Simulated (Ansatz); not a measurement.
Runs of Ansatz 0.2.0 on Sc. The typed cell holds 1 atom: a = 3.202 Å, b = 3.216 Å, c = 3.226 Å, α = 61.44°, β = 61.31°, γ = 62.16°. This isn't the form of Sc at room conditions, which is hcp.

```tsv
level	cutoff (eV)	gap on the mesh (eV)	pressure (GPa)	relaxed volume (Å³/atom)
BLYP	420	none	0.0	(a)
r2SCAN	500	none	0.0	25.12
LDA	420	none	0.0	22.39
PBEsol	420	none	0.0	23.61
```

Alike in all rows: task relaxation of cell and atoms; potentials or basis Ansatz PAW; no spin polarisation; cell relaxed; k mesh 10 × 10 × 10; smearing fermi-dirac 0.05 eV.

Estimate the missing entries.

(a) 24.97.

Caveats: the plane-wave basis is chosen anew once the cell has moved, so the energies of steps on either side of that aren't comparable; the PAW data sets come from PBE, with cores solved anew for the run's functional, which leaves a small shift of forces and pressure; the potentials were made for another functional, which shifts forces and pressure (some runs).

A k mesh can miss the band edges.

A gap of «none» marks a metal or a gap under the smearing width.

Not every run made on this cell is shown here.
